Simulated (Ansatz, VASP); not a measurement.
**Two plane-wave programs on Rh**

```
Rh
1.0
     0.00000    2.72687    2.72687
     2.72687    0.00000    2.72687
     2.72687    2.72687    0.00000
Rh
2
Direct
  0.50000 0.50000 0.50000
  0.75000 0.75000 0.75000
```

Alike in both runs: functional r2SCAN; k mesh 6 × 6 × 6; occupations gaussian, width 0.1 eV; no spin polarisation.

Ansatz relaxed the structure, and its values are those at the end. VASP's run is a single point on that final structure, the one shown.

|  | VASP | Ansatz |
| --- | --- | --- |
| version | VASP 6.6.1 | Ansatz 0.2.0 |
| potentials or method | VASP PAW PBE potentials, release 64 (Rh_pv) | scalar-relativistic, plane waves, PAW |
| plane-wave cutoff (eV) | 520 | 500 |
| valence electrons in the cell | 30 | 34 |

Ansatz gave:

* gap on the k mesh at the Fermi level (eV): none
* pressure (GPa): 0.0

Task: What did VASP give for the same quantities?

Result: gap on the k mesh at the Fermi level (eV): none; pressure (GPa): 0.7.

A gap of «none» marks a metal or a gap that the smearing closes. With one functional, cell and mesh, what is left measures potentials, basis and numerics. The two sets of potentials don't hold the same shells in valence.

Caveats: the PAW data sets were made with another functional, which shifts forces and pressure a little (VASP).
